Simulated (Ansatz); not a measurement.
**Titanium, hcp under LDA: how the Fermi-Dirac smearing moves the result**

Aim: find which Fermi-Dirac smearing width is enough for energy and pressure. The geometry was relaxed under LDA beforehand and stays fixed; 6 values are run, from 0.01 to 1.0 eV. Wanted are the values from which on the energy stays within 10 and 1 meV/atom, and the pressure within 0.5 GPa, of the narrowest run. Within the series other settings stay, but some runs also write fields, which adds to their time. Spin polarisation is left out.

Computed with Ansatz 0.2.0 (DFT LDA, plane waves with PAW, scalar-relativistic, unless a step says otherwise).

## 1. The system as given

The structure is hexagonal, space group P6_3/mmc (No. 194). The conventional cell has a = 2.864 Å, b = 2.864 Å, c = 4.540 Å, α = 90.00°, β = 90.00°, γ = 120.00°. Ti (site symmetry -6m2) has 12 Ti at 2.81 to 2.86 Å as nearest neighbours.

Structure file:

```cif
data_structure
_symmetry_space_group_name_H-M 'P6_3/mmc'
_symmetry_Int_Tables_number 194
_cell_length_a 2.8639
_cell_length_b 2.8639
_cell_length_c 4.5400
_cell_angle_alpha 90.000
_cell_angle_beta 90.000
_cell_angle_gamma 120.000
_cell_volume 32.25
loop_
_atom_site_label
_atom_site_type_symbol
_atom_site_symmetry_multiplicity
_atom_site_Wyckoff_symbol
_atom_site_fract_x
_atom_site_fract_y
_atom_site_fract_z
_atom_site_occupancy
Ti1 Ti 2 c 0.33333 0.66667 0.25000 1
```

## 2. Run at 0.01 eV

The run at 0.01 eV.

File input.yaml:

```yaml
crystal:
  lattice:
    - [2.8638698861, 0.0, 0.0]
    - [-1.431934943, 2.4801840745, 0.0]
    - [0.0, 0.0, 4.5399943151]
  atoms:
    - { symbol: Ti, position: [0.3333333333, 0.6666666667, 0.25] }
    - { symbol: Ti, position: [0.6666666667, 0.3333333333, 0.75] }
hamiltonian:
  xc: lda
  pseudopotentials:
    kind: paw
    azcp:
      Ti: "pseudopotentials/Ti.paw.azcp"
basis:
  ecutwfc: 420
  fft_grid_basis: typed
kpoints:
  mp_grid: { grid: [13, 13, 7], shift: [0, 0, 0] }
magnetization:
  spin_polarized: false
scf:
  occupations: { method: fermi_dirac, width: 0.01 }
  lower_state_search: "off"
output:
  stress: true
```

Launch:

```
ansatz run input.yaml --threads 2 --pin off --max-ram 5120MiB --backend cpu --events-out ev --progress --plain --runs-dir out
```

The log of the run:

```text
Warning: <dir> the record states the generating functional pbe (its physics header spells it `PBE`), which answers neither for hamiltonian.xc's functional nor for the lda family's — results may be inconsistent (PPs are generated against a specific XC)
Warning: RAYON_NUM_THREADS=2 ignored (pool sized by the plan → 2); use --threads N
Engine: ansatz 0.2.0, aarch64-unknown-linux-gnu
Pseudopotentials: kind: paw
Pseudopotential: Ti, paw, valence charge 12, recommended cutoff 420 eV (normal), <dir>
Functional definition: SPW92
  exchange = slater_x
  correlation = pw_c
Crystal: 2 atoms, lattice volume = 32.247 Å³
Basis set: ecut = 420 eV, 615 PW (Γ)
Bands: 16, of which v1, the nominal top of the filled ones, is band 12 counted from 1 (11 counted from 0)
Symmetry: 24 space group operations
Space group: P63/mmc (ITA 194), of the structure as read, at distance tolerance 3.2e-5 Å
k-points: 84 of 1183
Non-local potential: Ti, projectors of the file, l = 0: 3, l = 1: 2, l = 2: 3, l = 3: 1
PAW form: soft (Blöchl's): semilocal exchange-correlation on the pseudo side does not see the compensation charge
PAW frozen core: Ti, regenerated for the run's functional, and the local potential with it (the file was generated under x = pbe(κ = 0.804, μ = 0.2195149727645171), c = pbe(β = 0.06672455060314922))
PAW one-centre angular grid: Ti, 590 points (default); XC on 64 Gauss nodes
Initial density: superposition of atomic densities (neutral atoms: chi_scale 0, normalization atom), corrected by the library's trained network
Initial wavefunctions: pseudopotential atomic-orbital guess
Functional: x = slater, c = lda
SCF iter   1: F=—  HF=-4900.603138 eV  |F-HF|=—  |Δ(HF+E_count)|=         —  Δρ=7.02e-3  dr2=6.97e-3  ethr=1.77e-3  ⟨swp⟩=4.2  Hψ=5450  notcnv=0
preconditioner: auto → none  [metal: Δε(μ)=0.009 eV  Ē_g=2.984 eV  σ=0.010 eV  W_gap=0.23  n_scr=8 (ndim 8)  ℏωp=18.5 eV  f_vac=0.000  D(μ)=3.17/eV (n_scr^D=36)  sad-step TF]
SCF iter   2: F=—  HF=-4900.601143 eV  |F-HF|=—  |Δ(HF+E_count)|=   2.00e-3  Δρ=3.38e-3  dr2=1.46e-3  ethr=2.90e-5  ⟨swp⟩=2.0  Hψ=2354  notcnv=0  defer=9
SCF iter   3: F=—  HF=-4900.600957 eV  |F-HF|=—  |Δ(HF+E_count)|=   1.86e-4  Δρ=4.06e-4  dr2=1.72e-5  ethr=6.06e-6  ⟨swp⟩=2.8  Hψ=2457  notcnv=0  defer=9
SCF iter   4: F=—  HF=-4900.600960 eV  |F-HF|=—  |Δ(HF+E_count)|=   3.35e-6  Δρ=3.90e-5  dr2=4.47e-7  ethr=7.15e-8  ⟨swp⟩=2.0  Hψ=1639  notcnv=0  defer=9
iter 5 did not close the SCF: its close was put off for the readings that it lacked (scf_convergence_deferred on its scf_iter line)
SCF iter   5: F=-4900.600960 eV  HF=-4900.600960 eV  |F-HF|=4.26e-9  |Δ(HF+E_count)|=   7.68e-8  Δρ=5.70e-6  dr2=5.94e-9  ethr=1.86e-9  ⟨swp⟩=3.0  Hψ=2349  notcnv=0  defer=9
SCF iter   6: F=-4900.600960 eV  HF=-4900.600960 eV  |F-HF|=4.09e-11  |Δ(HF+E_count)|=   5.29e-9  Δρ=5.47e-7  dr2=6.59e-11  ethr=2.47e-11  ⟨swp⟩=1.0  Hψ=4013  notcnv=0
SCF 1 converged in 6 iterations: F = -4900.600960 eV  dr2 = 6.59e-11
SCF converged after 6 iterations
Free energy (F): -4900.600960 eV
Harris-Foulkes:  -4900.600960 eV  (|F-HF|=4.09e-11)
Internal energy: -4900.599972 eV  (E = F + TS)
E sigma→0 (E₀):  -4900.600466 eV
Entropy (-TS):   -0.000988 eV (-0.494 meV/atom)
Fermi energy:    14.307093 eV
--- Per-component energies (eV) ---
  E_band       = -286.286235
  E_kinetic    = 548.213465
  E_local      = -1551.543858  (includes V_loc(G=0)·N_el)
  E_nonlocal   = 24.452127
  E_hartree    = 640.702735
  E_xc         = -194.319686
  E_vxc        = -244.586661  (∫ρ·V_xc dr)
  E_paw        = -1998.520824  (= ΣΔE_a)
  E_vpaw       = -344.227021  (= ΣTr[D̂ρ^β])
  E_aug_tail   = 0.000205  (compensation charges beyond the density's cutoff)
  E_ewald      = -2370.236037
  E_core_change = 0.651901  (= ΣΔE_core)
  E_smearing   = -0.000988  (= −TS)
  E_closure    = 0.000000  (closes the sum)
  Σ components = -4900.600960   (vs F -4900.600960, Δ=0.00e0)
--- Stress (GPa, compression-positive) ---
       -0.384090      -0.000000       0.000000
       -0.000000      -0.384090       0.000000
        0.000000       0.000000       0.212595
  P = ⅓ Tr σ = -0.1852 GPa (-1.852 kbar)
```

Wall time 0.94 s (2 threads of Arm Neoverse V2, shared host); peak memory 0.31 GiB.

## 3. Run at 0.03 eV

The run at 0.03 eV.

input.yaml, as its differences from that of step 2:

```diff
@@ -22,3 +22,3 @@
 scf:
-  occupations: { method: fermi_dirac, width: 0.01 }
+  occupations: { method: fermi_dirac, width: 0.03 }
   lower_state_search: "off"
```

Launch:

```
ansatz run input.yaml --threads 2 --pin off --max-ram 5120MiB --backend cpu --events-out ev --progress --plain --runs-dir out
```

The log of the run:

```text
Warning: <dir> the record states the generating functional pbe (its physics header spells it `PBE`), which answers neither for hamiltonian.xc's functional nor for the lda family's — results may be inconsistent (PPs are generated against a specific XC)
Warning: RAYON_NUM_THREADS=2 ignored (pool sized by the plan → 2); use --threads N
[... 6 set-up lines as earlier in the session ...]
Crystal: 2 atoms, lattice volume = 32.247 Å³
Basis set: ecut = 420 eV, 615 PW (Γ)
Bands: 16, of which v1, the nominal top of the filled ones, is band 12 counted from 1 (11 counted from 0)
[... 2 set-up lines as earlier in the session ...]
k-points: 84 of 1183
[... 7 set-up lines as earlier in the session ...]
SCF iter   1: F=—  HF=-4900.606319 eV  |F-HF|=—  |Δ(HF+E_count)|=         —  Δρ=6.96e-3  dr2=6.90e-3  ethr=1.77e-3  ⟨swp⟩=4.2  Hψ=5415  notcnv=0
preconditioner: auto → none  [metal: Δε(μ)=0.031 eV  Ē_g=2.990 eV  σ=0.030 eV  W_gap=0.24  n_scr=8 (ndim 8)  ℏωp=18.5 eV  f_vac=0.000  D(μ)=2.24/eV (n_scr^D=22)  sad-step TF]
SCF iter   2: F=—  HF=-4900.604373 eV  |F-HF|=—  |Δ(HF+E_count)|=   1.95e-3  Δρ=3.35e-3  dr2=1.44e-3  ethr=2.88e-5  ⟨swp⟩=2.1  Hψ=2364  notcnv=0
SCF iter   3: F=—  HF=-4900.604192 eV  |F-HF|=—  |Δ(HF+E_count)|=   1.81e-4  Δρ=4.10e-4  dr2=1.78e-5  ethr=5.99e-6  ⟨swp⟩=2.7  Hψ=2138  notcnv=0
SCF iter   4: F=—  HF=-4900.604194 eV  |F-HF|=—  |Δ(HF+E_count)|=   2.26e-6  Δρ=4.95e-5  dr2=7.03e-7  ethr=7.40e-8  ⟨swp⟩=2.2  Hψ=1837  notcnv=0
iter 5 did not close the SCF: its close was put off for the readings that it lacked (scf_convergence_deferred on its scf_iter line)
SCF iter   5: F=-4900.604194 eV  HF=-4900.604194 eV  |F-HF|=9.66e-9  |Δ(HF+E_count)|=   1.69e-7  Δρ=6.46e-6  dr2=8.11e-9  ethr=2.93e-9  ⟨swp⟩=2.9  Hψ=2453  notcnv=0
SCF iter   6: F=-4900.604194 eV  HF=-4900.604194 eV  |F-HF|=4.09e-11  |Δ(HF+E_count)|=   1.03e-8  Δρ=5.88e-7  dr2=7.80e-11  ethr=3.38e-11  ⟨swp⟩=1.3  Hψ=4001  notcnv=0
SCF 1 converged in 6 iterations: F = -4900.604194 eV  dr2 = 7.80e-11
SCF converged after 6 iterations
Free energy (F): -4900.604194 eV
Harris-Foulkes:  -4900.604194 eV  (|F-HF|=4.09e-11)
Internal energy: -4900.597384 eV  (E = F + TS)
E sigma→0 (E₀):  -4900.600789 eV
Entropy (-TS):   -0.006811 eV (-3.405 meV/atom)
Fermi energy:    14.291158 eV
--- Per-component energies (eV) ---
  E_band       = -286.307299
  E_kinetic    = 548.206825
  E_local      = -1551.503787  (includes V_loc(G=0)·N_el)
  E_nonlocal   = 24.443881
  E_hartree    = 640.674550
  E_xc         = -194.319391
  E_vxc        = -244.586205  (∫ρ·V_xc dr)
  E_paw        = -1998.515531  (= ΣΔE_a)
  E_vpaw       = -344.217416  (= ΣTr[D̂ρ^β])
  E_aug_tail   = 0.000205  (compensation charges beyond the density's cutoff)
  E_ewald      = -2370.236037
  E_core_change = 0.651901  (= ΣΔE_core)
  E_smearing   = -0.006811  (= −TS)
  E_closure    = -0.000000  (closes the sum)
  Σ components = -4900.604194   (vs F -4900.604194, Δ=0.00e0)
--- Stress (GPa, compression-positive) ---
       -0.296601       0.000000       0.000000
        0.000000      -0.296601       0.000000
        0.000000       0.000000       0.168135
  P = ⅓ Tr σ = -0.1417 GPa (-1.417 kbar)
```

It took 0.96 s on 2 threads of Arm Neoverse V2, shared host; peak memory 0.31 GiB.

## 4. Run at 0.2 eV

The run at 0.2 eV.

input.yaml, as its differences from that of step 3:

```diff
@@ -22,3 +22,3 @@
 scf:
-  occupations: { method: fermi_dirac, width: 0.03 }
+  occupations: { method: fermi_dirac, width: 0.2 }
   lower_state_search: "off"
```

Launch:

```
ansatz run input.yaml --threads 2 --pin off --max-ram 5120MiB --backend cpu --events-out ev --progress --plain --runs-dir out
```

The log of the run:

```text
Warning: <dir> the record states the generating functional pbe (its physics header spells it `PBE`), which answers neither for hamiltonian.xc's functional nor for the lda family's — results may be inconsistent (PPs are generated against a specific XC)
Warning: RAYON_NUM_THREADS=2 ignored (pool sized by the plan → 2); use --threads N
band count auto-derived: 17 (N_el = 24.0; filled up to band 12; 16 by the electrons, moments and atoms)
[... 6 set-up lines as earlier in the session ...]
Crystal: 2 atoms, lattice volume = 32.247 Å³
Basis set: ecut = 420 eV, 615 PW (Γ)
Bands: 17, of which v1, the nominal top of the filled ones, is band 12 counted from 1 (11 counted from 0)
[... 2 set-up lines as earlier in the session ...]
k-points: 84 of 1183
[... 7 set-up lines as earlier in the session ...]
SCF iter   1: F=—  HF=-4900.758281 eV  |F-HF|=—  |Δ(HF+E_count)|=         —  Δρ=5.30e-3  dr2=3.58e-3  ethr=1.77e-3  ⟨swp⟩=4.0  Hψ=5592  notcnv=0
preconditioner: auto → none  [metal: Δε(μ)=0.019 eV  Ē_g=3.370 eV  σ=0.200 eV  W_gap=0.02  n_scr=8 (ndim 8)  ℏωp=18.5 eV  f_vac=0.000  D(μ)=2.44/eV (n_scr^D=22)  sad-step TF]
SCF iter   2: F=—  HF=-4900.757658 eV  |F-HF|=—  |Δ(HF+E_count)|=   6.23e-4  Δρ=2.89e-3  dr2=1.12e-3  ethr=1.49e-5  ⟨swp⟩=1.0  Hψ=2100  notcnv=0
SCF iter   3: F=—  HF=-4900.757690 eV  |F-HF|=—  |Δ(HF+E_count)|=   3.14e-5  Δρ=4.24e-4  dr2=3.53e-5  ethr=4.68e-6  ⟨swp⟩=1.0  Hψ=1428  notcnv=0
SCF iter   4: F=—  HF=-4900.757678 eV  |F-HF|=—  |Δ(HF+E_count)|=   1.12e-5  Δρ=5.23e-5  dr2=5.74e-7  ethr=1.47e-7  ⟨swp⟩=2.8  Hψ=2874  notcnv=0
iter 5 did not close the SCF: its close was put off for the readings that it lacked (scf_convergence_deferred on its scf_iter line)
SCF iter   5: F=-4900.757678 eV  HF=-4900.757678 eV  |F-HF|=8.23e-9  |Δ(HF+E_count)|=   5.68e-8  Δρ=1.04e-5  dr2=2.25e-8  ethr=2.39e-9  ⟨swp⟩=2.0  Hψ=2298  notcnv=0
SCF iter   6: F=-4900.757678 eV  HF=-4900.757678 eV  |F-HF|=2.06e-10  |Δ(HF+E_count)|=   2.11e-9  Δρ=1.47e-6  dr2=6.03e-10  ethr=9.37e-11  ⟨swp⟩=1.2  Hψ=4452  notcnv=0
SCF 1 converged in 6 iterations: F = -4900.757678 eV  dr2 = 6.03e-10
SCF converged after 6 iterations
Free energy (F): -4900.757678 eV
Harris-Foulkes:  -4900.757678 eV  (|F-HF|=2.06e-10)
Internal energy: -4900.416853 eV  (E = F + TS)
E sigma→0 (E₀):  -4900.587266 eV
Entropy (-TS):   -0.340826 eV (-170.413 meV/atom)
Fermi energy:    14.207900 eV
--- Per-component energies (eV) ---
  E_band       = -285.548594
  E_kinetic    = 548.507725
  E_local      = -1552.425059  (includes V_loc(G=0)·N_el)
  E_nonlocal   = 24.722397
  E_hartree    = 641.320753
  E_xc         = -194.295602
  E_vxc        = -244.556166  (∫ρ·V_xc dr)
  E_paw        = -1998.663137  (= ΣΔE_a)
  E_vpaw       = -344.438129  (= ΣTr[D̂ρ^β])
  E_aug_tail   = 0.000205  (compensation charges beyond the density's cutoff)
  E_ewald      = -2370.236037
  E_core_change = 0.651901  (= ΣΔE_core)
  E_smearing   = -0.340826  (= −TS)
  E_closure    = -0.000000  (closes the sum)
  Σ components = -4900.757678   (vs F -4900.757678, Δ=0.00e0)
--- Stress (GPa, compression-positive) ---
        0.548481      -0.000000       0.000000
       -0.000000       0.548481       0.000000
        0.000000       0.000000       0.973972
  P = ⅓ Tr σ = 0.6903 GPa (6.903 kbar)
```

It took 0.98 s on 2 threads of Arm Neoverse V2, shared host; peak memory 0.31 GiB.

[end of part 1 of 2]
